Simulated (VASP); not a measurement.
Calculation: r2SCAN meta-GGA, VASP's PBE PAW potentials (set 64) (plane waves; VASP).

Input for VASP

**KPOINTS**
```
Automatic mesh
0
Gamma
8 8 8
0 0 0
```

### POSCAR
```
ZrO2
1
   -0.0000000000     2.5459867553     2.5459867553
    2.5459867553     0.0000000000     2.5459867553
    2.5459867553     2.5459867553     0.0000000000
Zr O
1 2
Direct
  0.0000000000   0.0000000000   0.0000000000
  0.2500000000   0.2500000000   0.2500000000
  0.7500000000   0.7500000000   0.7500000000
```

INCAR:
```
! general
SYSTEM =ZrO2
PREC   =Accurate
ENCUT  =600
LREAL  =F
LASPH  =T

! electronic loop
EDIFF  =1E-7
NELM   =100
ALGO   =Normal
LMAXMIX=4
LMIXTAU=T

! smearing
ISMEAR =0
SIGMA  =0.05

! functional
METAGGA=R2SCAN

! ions
IBRION =2
NSW    =40
ISIF   =3
EDIFFG =-0.01
PSTRESS=150

! output
LWAVE  =F
LCHARG =F
```

POTCAR, in this order: Zr_sv O (PBE.64 set). Program: vasp_std.

What VASP printed:

File OSZICAR:
```
       N       E                     dE             d eps       ncg     rms          rms(c)
DAV:   1     0.200450760758E+03    0.20045E+03   -0.16308E+04   928   0.177E+03
DAV:   2    -0.518372490582E+02   -0.25229E+03   -0.24736E+03  1240   0.421E+02
DAV:   3    -0.616440135522E+02   -0.98068E+01   -0.97957E+01  1504   0.854E+01
DAV:   4    -0.618910308096E+02   -0.24702E+00   -0.24695E+00  1208   0.991E+00
DAV:   5    -0.618942209903E+02   -0.31902E-02   -0.31901E-02  1360   0.958E-01    0.256E+01
DAV:   6    -0.451830539498E+02    0.16711E+02   -0.20174E+01  1232   0.429E+01    0.823E+00
DAV:   7    -0.463710081795E+02   -0.11880E+01   -0.22978E+00   992   0.135E+01    0.423E+00
DAV:   8    -0.462691205283E+02    0.10189E+00   -0.20776E+00  1016   0.153E+01    0.228E+00
DAV:   9    -0.456935462654E+02    0.57557E+00   -0.80439E-01   984   0.106E+01    0.122E+00
DAV:  10    -0.457862178469E+02   -0.92672E-01   -0.57124E-02  1048   0.298E+00    0.871E-01
DAV:  11    -0.457934983442E+02   -0.72805E-02   -0.59153E-03   976   0.107E+00    0.811E-01
DAV:  12    -0.458531246620E+02   -0.59626E-01   -0.26186E-02   928   0.156E+00    0.533E-01
DAV:  13    -0.458612158676E+02   -0.80912E-02   -0.24452E-02  1080   0.131E+00    0.109E-01
DAV:  14    -0.458611787533E+02    0.37114E-04   -0.53407E-04  1016   0.287E-01    0.677E-02
DAV:  15    -0.458611407007E+02    0.38053E-04   -0.21763E-04  1040   0.221E-01    0.536E-02
DAV:  16    -0.458616964108E+02   -0.55571E-03   -0.70401E-04  1008   0.256E-01    0.191E-02
DAV:  17    -0.458617031331E+02   -0.67224E-05   -0.38929E-05  1264   0.613E-02    0.259E-02
DAV:  18    -0.458617060330E+02   -0.28998E-05   -0.64902E-05  1056   0.636E-02    0.398E-03
DAV:  19    -0.458617068862E+02   -0.85323E-06   -0.16020E-06  1160   0.155E-02    0.320E-03
DAV:  20    -0.458617085723E+02   -0.16861E-05   -0.16531E-06  1040   0.123E-02    0.109E-03
DAV:  21    -0.458617085404E+02    0.31900E-07   -0.84200E-08   784   0.419E-03
   1 F= -.42771562E+02 E0= -.42771562E+02  d E =-.427716E+02
       N       E                     dE             d eps       ncg     rms          rms(c)
DAV:   1    -0.484771848165E+02   -0.26155E+01   -0.11490E+02  1072   0.118E+02    0.242E+01
DAV:   2    -0.454950277836E+02    0.29822E+01   -0.83821E+00  1024   0.272E+01    0.889E+00
DAV:   3    -0.450037771627E+02    0.49125E+00   -0.22153E+00  1432   0.143E+01    0.168E+00
DAV:   4    -0.451138379608E+02   -0.11006E+00   -0.13117E-01  1120   0.397E+00    0.171E+00
DAV:   5    -0.451104008875E+02    0.34371E-02   -0.19665E-01  1368   0.341E+00    0.484E-01
DAV:   6    -0.451436512864E+02   -0.33250E-01   -0.24255E-02   960   0.178E+00    0.329E-01
DAV:   7    -0.451509114393E+02   -0.72602E-02   -0.11949E-02  1032   0.128E+00    0.164E-01
DAV:   8    -0.451526282849E+02   -0.17168E-02   -0.37751E-03  1024   0.767E-01    0.199E-02
DAV:   9    -0.451526984001E+02   -0.70115E-04   -0.22551E-04  1008   0.175E-01    0.937E-03
DAV:  10    -0.451527041115E+02   -0.57114E-05   -0.97323E-06  1336   0.323E-02    0.340E-03
DAV:  11    -0.451527001983E+02    0.39132E-05   -0.30236E-06   960   0.251E-02    0.330E-03
DAV:  12    -0.451527041503E+02   -0.39521E-05   -0.19957E-06  1152   0.166E-02    0.738E-04
DAV:  13    -0.451527042406E+02   -0.90226E-07   -0.95025E-08   856   0.320E-03
   2 F= -.42508522E+02 E0= -.42508522E+02  d E =0.263040E+00
       N       E                     dE             d eps       ncg     rms          rms(c)
DAV:   1    -0.469980877623E+02   -0.18454E+01   -0.49178E+01  1104   0.795E+01    0.143E+01
DAV:   2    -0.459075669367E+02    0.10905E+01   -0.45546E+00  1272   0.193E+01    0.649E+00
DAV:   3    -0.457691523639E+02    0.13841E+00   -0.96804E-01  1472   0.898E+00    0.911E-01
DAV:   4    -0.457751818243E+02   -0.60295E-02   -0.92643E-02  1280   0.302E+00    0.913E-01
DAV:   5    -0.457835819727E+02   -0.84001E-02   -0.74051E-02  1416   0.198E+00    0.419E-01
DAV:   6    -0.457881788308E+02   -0.45969E-02   -0.32338E-03  1224   0.627E-01    0.340E-01
DAV:   7    -0.457859394819E+02    0.22393E-02   -0.38631E-03  1600   0.632E-01    0.230E-01
DAV:   8    -0.457916417961E+02   -0.57023E-02   -0.35160E-03  1360   0.683E-01    0.139E-02
DAV:   9    -0.457917256081E+02   -0.83812E-04   -0.20062E-04  1056   0.154E-01    0.128E-02
DAV:  10    -0.457917343604E+02   -0.87523E-05   -0.23669E-05  1232   0.441E-02    0.354E-03
DAV:  11    -0.457917355069E+02   -0.11465E-05   -0.39246E-06  1056   0.235E-02    0.302E-03
DAV:  12    -0.457917363314E+02   -0.82450E-06   -0.66411E-07  1080   0.978E-03    0.931E-04
DAV:  13    -0.457917363084E+02    0.22967E-07   -0.40286E-08   528   0.244E-03
   3 F= -.42857181E+02 E0= -.42857181E+02  d E =-.856187E-01
       N       E                     dE             d eps       ncg     rms          rms(c)
DAV:   1    -0.457875238910E+02    0.42124E-02   -0.11589E-02  1088   0.120E+00    0.215E-01
DAV:   2    -0.457872448054E+02    0.27909E-03   -0.99520E-04  1128   0.295E-01    0.863E-02
DAV:   3    -0.457872013626E+02    0.43443E-04   -0.18365E-04  1384   0.131E-01    0.127E-02
DAV:   4    -0.457872069356E+02   -0.55730E-05   -0.19516E-05  1208   0.444E-02    0.145E-02
DAV:   5    -0.457872110417E+02   -0.41061E-05   -0.17199E-05  1384   0.305E-02    0.519E-03
DAV:   6    -0.457872122333E+02   -0.11916E-05   -0.13348E-06  1112   0.134E-02    0.421E-03
DAV:   7    -0.457872139041E+02   -0.16709E-05   -0.12313E-06  1536   0.110E-02    0.199E-03
DAV:   8    -0.457872139906E+02   -0.86480E-07   -0.35481E-07  1056   0.747E-03
   4 F= -.42857278E+02 E0= -.42857278E+02  d E =-.857165E-01
```

OUTCAR:
```
------------------------ aborting loop because EDIFF is reached ----------------------------------------
  FORCE on cell =-STRESS in cart. coord.  units (eV):
  Direction    XX          YY          ZZ          XY          YZ          ZX
  --------------------------------------------------------------------------------------
  Total        2.9171582      2.9171582      2.9171582      0.0000000      0.0000000     -0.0000000
  in kB      149.3458522    149.3458522    149.3458522      0.0000000      0.0000000     -0.0000000
  external PRESSURE =      -0.6541478 kB  Pullay stress =     150.0000000 kB
  volume of cell :       31.30
      direct lattice vectors                 reciprocal lattice vectors
     0.000000000  2.501204104  2.501204104    -0.199903718  0.199903718  0.199903718
     2.501204104 -0.000000000  2.501204104     0.199903718 -0.199903718  0.199903718
     2.501204104  2.501204104 -0.000000000     0.199903718  0.199903718 -0.199903718
 POSITION                                       TOTAL-FORCE (eV/Angst)
 -----------------------------------------------------------------------------------
      2.50120      2.50120      5.00241         0.000000      0.000000      0.000000
      1.25060      1.25060      1.25060        -0.000000     -0.000000     -0.000000
      3.75181      3.75181      3.75181         0.000000      0.000000      0.000000
 -----------------------------------------------------------------------------------
    total drift:                                0.000000     -0.000000     -0.000000
  FREE ENERGIE OF THE ION-ELECTRON SYSTEM (eV)
  ---------------------------------------------------
  free  energy   TOTEN  =       -45.7872139906 eV

  energy  without entropy=      -45.7872139906  energy(sigma->0) =      -45.78721399
  enthalpy is  TOTEN    =       -42.8572784226 eV   P V=        2.9299355680

 reached required accuracy - stopping structural energy minimisation
```
(Selected blocks of OUTCAR.)

File CONTCAR:
```
ZrO2
   1.00000000000000
     0.0000000000000000    2.5012041035999015    2.5012041035999015
     2.5012041035999015   -0.0000000000000000    2.5012041035999015
     2.5012041035999015    2.5012041035999015   -0.0000000000000000
  Zr              O
     1     2
Direct
     1.0000000000000000    1.0000000000000000    0.0000000000000000
     0.2500000000000000    0.2500000000000000    0.2500000000000000
     0.7500000000000000    0.7500000000000000    0.7500000000000000
```

Energy and stress use the plane-wave basis of the starting cell.

The compound is ZrO2 in the fluorite structure, the high-temperature cubic form, which is unstable at 0 K; the monoclinic form is the stable one. This run relaxes it under an external pressure of 15 GPa. Symmetry was kept, so distortions that lower it aren't found.
